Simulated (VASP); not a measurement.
These are PBEsol GGA, VASP's PBE PAW potentials (set 64) (plane waves; VASP) values and carry that method's errors.

Input for VASP

KPOINTS:
```
Automatic
0
gamma
 8 8 8
```

**INCAR**
```
ALGO  =  Normal
EDIFF  =  1E-6
EDIFFG  =  -0.02
ENCUT  =  500
GGA  =  PS
IBRION  =  2
ISIF  =  3
ISMEAR  =  0
LASPH  =  .True.
LCHARG  =  .False.
LMAXMIX  =  4
LREAL  =  .False.
LWAVE  =  .False.
NELM  =  100
NSW  =  40
PREC  =  Accurate
PSTRESS  =  450
SIGMA  =  0.05
SYSTEM  =  AlSb
```

**POSCAR**
```
AlSb
1
    0.0000000000     2.7952179900     2.7952179900
    2.7952179900     0.0000000000     2.7952179900
    2.7952179900     2.7952179900     0.0000000000
Al Sb
1 1
Direct
  0.0000000000   0.0000000000   0.0000000000
  0.2500000000   0.2500000000   0.2500000000
```

POTCAR, in this order: Al Sb (PBE.64 set). Program: vasp_std.

Output of the run:

**OSZICAR**
```
       N       E                     dE             d eps       ncg     rms          rms(c)
DAV:   1     0.179088944413E+02    0.17909E+02   -0.26849E+03   464   0.694E+02
DAV:   2    -0.744130904561E+01   -0.25350E+02   -0.24149E+02   576   0.923E+01
DAV:   3    -0.799886488680E+01   -0.55756E+00   -0.55444E+00   592   0.170E+01
DAV:   4    -0.800189547217E+01   -0.30306E-02   -0.30306E-02   696   0.151E+00
DAV:   5    -0.800190937050E+01   -0.13898E-04   -0.13898E-04   600   0.756E-02    0.455E+00
DAV:   6    -0.784436338827E+01    0.15755E+00   -0.12573E-01   552   0.183E+00    0.292E+00
DAV:   7    -0.778262530127E+01    0.61738E-01   -0.18390E-01   576   0.232E+00    0.605E-01
DAV:   8    -0.778269132625E+01   -0.66025E-04   -0.71093E-03   496   0.618E-01    0.870E-02
DAV:   9    -0.778271206938E+01   -0.20743E-04   -0.19636E-04   752   0.111E-01    0.481E-02
DAV:  10    -0.778271150641E+01    0.56297E-06   -0.67005E-06   584   0.168E-02
   1 F= 0.44854356E+01 E0= 0.44854356E+01  d E =0.448544E+01
       N       E                     dE             d eps       ncg     rms          rms(c)
DAV:   1    -0.416061156788E+01    0.36221E+01   -0.26984E+01   520   0.319E+01    0.531E+00
DAV:   2    -0.342153459428E+01    0.73908E+00   -0.92255E-01   544   0.686E+00    0.284E+00
DAV:   3    -0.311599430758E+01    0.30554E+00   -0.76430E-01   496   0.468E+00    0.106E+00
DAV:   4    -0.311293286103E+01    0.30614E-02   -0.18025E-02   576   0.119E+00    0.888E-01
DAV:   5    -0.310955808249E+01    0.33748E-02   -0.10966E-03   672   0.256E-01    0.264E-01
DAV:   6    -0.310918826274E+01    0.36982E-03   -0.16102E-04   544   0.979E-02    0.284E-02
DAV:   7    -0.310918467007E+01    0.35927E-05   -0.15447E-05   528   0.266E-02    0.452E-03
DAV:   8    -0.310918441510E+01    0.25497E-06   -0.34620E-07   456   0.516E-03
   2 F= 0.58631920E+01 E0= 0.58636274E+01  d E =0.137776E+01
       N       E                     dE             d eps       ncg     rms          rms(c)
DAV:   1    -0.764829512666E+01   -0.45391E+01   -0.13670E+01   552   0.203E+01    0.331E+00
DAV:   2    -0.725694902664E+01    0.39135E+00   -0.64715E-01   496   0.573E+00    0.213E+00
DAV:   3    -0.708572420668E+01    0.17122E+00   -0.49911E-01   504   0.357E+00    0.565E-01
DAV:   4    -0.708372834843E+01    0.19959E-02   -0.11137E-02   592   0.874E-01    0.563E-01
DAV:   5    -0.708227127951E+01    0.14571E-02   -0.94668E-04   592   0.189E-01    0.244E-01
DAV:   6    -0.708195910799E+01    0.31217E-03   -0.25403E-04   608   0.983E-02    0.220E-02
DAV:   7    -0.708195537788E+01    0.37301E-05   -0.95379E-06   584   0.256E-02    0.133E-02
DAV:   8    -0.708195558839E+01   -0.21051E-06   -0.41679E-07   384   0.462E-03
   3 F= 0.43182230E+01 E0= 0.43182242E+01  d E =-.167213E+00
       N       E                     dE             d eps       ncg     rms          rms(c)
DAV:   1    -0.701100502065E+01    0.70950E-01   -0.10587E-02   552   0.584E-01    0.965E-02
DAV:   2    -0.701072437499E+01    0.28065E-03   -0.44398E-04   504   0.145E-01    0.587E-02
DAV:   3    -0.701060881543E+01    0.11556E-03   -0.35496E-04   520   0.948E-02    0.175E-02
DAV:   4    -0.701060782909E+01    0.98634E-06   -0.79558E-06   584   0.234E-02
   4 F= 0.43167476E+01 E0= 0.43167505E+01  d E =-.168688E+00
       N       E                     dE             d eps       ncg     rms          rms(c)
DAV:   1    -0.699235387804E+01    0.18255E-01   -0.67151E-04   560   0.147E-01    0.213E-02
DAV:   2    -0.699233539838E+01    0.18480E-04   -0.27454E-05   504   0.358E-02    0.125E-02
DAV:   3    -0.699232820364E+01    0.71947E-05   -0.23135E-05   520   0.242E-02    0.516E-03
DAV:   4    -0.699232822118E+01   -0.17542E-07   -0.47621E-07   272   0.601E-03
   5 F= 0.43167194E+01 E0= 0.43167230E+01  d E =-.168716E+00
```

OUTCAR:
```
------------------------ aborting loop because EDIFF is reached ----------------------------------------
  FORCE on cell =-STRESS in cart. coord.  units (eV):
  Direction    XX          YY          ZZ          XY          YZ          ZX
  --------------------------------------------------------------------------------------
  Total       11.3351412     11.3351412     11.3351412      0.0000000      0.0000000      0.0000000
  in kB      451.0382935    451.0382935    451.0382935      0.0000000      0.0000000      0.0000000
  external PRESSURE =       1.0382935 kB  Pullay stress =     450.0000000 kB
  volume of cell :       40.26
      direct lattice vectors                 reciprocal lattice vectors
    -0.000000000  2.720391244  2.720391244    -0.183797092  0.183797092  0.183797092
     2.720391244 -0.000000000  2.720391244     0.183797092 -0.183797092  0.183797092
     2.720391244  2.720391244 -0.000000000     0.183797092  0.183797092 -0.183797092
 POSITION                                       TOTAL-FORCE (eV/Angst)
 -----------------------------------------------------------------------------------
      0.00000     -0.00000      0.00000         0.000000      0.000000      0.000000
      1.36020      1.36020      1.36020        -0.000000     -0.000000     -0.000000
 -----------------------------------------------------------------------------------
    total drift:                               -0.000000     -0.000000     -0.000000
  FREE ENERGIE OF THE ION-ELECTRON SYSTEM (eV)
  ---------------------------------------------------
  free  energy   TOTEN  =        -6.9923282212 eV

  energy  without entropy=       -6.9923210813  energy(sigma->0) =       -6.99232465
  enthalpy is  TOTEN    =         4.3167193842 eV   P V=       11.3090476054

 reached required accuracy - stopping structural energy minimisation
```
(Selected blocks of OUTCAR.)

**CONTCAR**
```
AlSb
   1.00000000000000
    -0.0000000000000000    2.7203912444066480    2.7203912444066480
     2.7203912444066480   -0.0000000000000000    2.7203912444066480
     2.7203912444066480    2.7203912444066480   -0.0000000000000000
  Al              Sb
     1     1
Direct
     0.0000000000000000    0.0000000000000000    0.0000000000000000
     0.2500000000000000    0.2500000000000000    0.2500000000000000
```

Energy and stress use the plane-wave basis of the starting cell.

The structure was generated: AlSb was put into the zinc blende type (F-43m), which need not be its known phase. This run relaxes it under an external pressure of 45 GPa. Symmetry was kept, so distortions that lower it aren't found.
